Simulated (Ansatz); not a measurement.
**Notes on a calculation: Au (bcc)**

Computed with Ansatz (plane waves, PAW, 420 eV cutoff): HSE06, scalar-relativistic, no spin polarisation, 10×10×10 k-mesh, Gaussian smearing of 0.05 eV; PAW files: Ansatz's generated set soft_2.

At room temperature and ambient pressure Au is fcc.

Starting cell:

```
CELL_PARAMETERS angstrom
-1.61915 1.61915 1.61915
1.61915 -1.61915 1.61915
1.61915 1.61915 -1.61915
ATOMIC_POSITIONS crystal
Au 0.00000 0.00000 0.00000
```

The steps in volume:

```tsv
run	level	k-mesh	kind	V (Å³/atom)	P (GPa)	E − E(final) (meV/atom)	gap on the mesh (eV)
1	PBE	8×8×8	fixed cell	16.98	9.4	–	metal
2	PBE	8×8×8	fixed cell	18.04	-0.2	–	metal
3	HSE06	10×10×10	fixed cell	18.04	-3.7	6.4	metal
4	HSE06	10×10×10	fixed cell	17.60	-0.6	0.2	metal
5	HSE06	10×10×10	fixed cell	17.53	0.0	0.0	metal
```

The volume is at zero pressure for this level.

The final structure (symmetry read at 0.01 Å). Symmetry: Im-3m, No. 229, cubic system. The conventional cell has a = 3.273 Å, b = 3.273 Å, c = 3.273 Å, α = 90.00°, β = 90.00°, γ = 90.00°. Au (site symmetry m-3m) has 8 Au at 2.83 Å as nearest neighbours. (Shells end 15 % past the nearest neighbour.)

At the final geometry the gap, band path included, is zero (metallic). The runs in the table took roughly 1.8 core-minutes.

**Why it comes out so.**

The calculation's cell holds 19 valence electrons, an odd number. Without magnetic order each band takes two, so one stays part-filled and the crystal must be a metal.

No spin–orbit coupling, a notable omission for heavy elements. Pressures of hybrids are less tightly converged. For a metal under a hybrid functional this mesh is coarse.
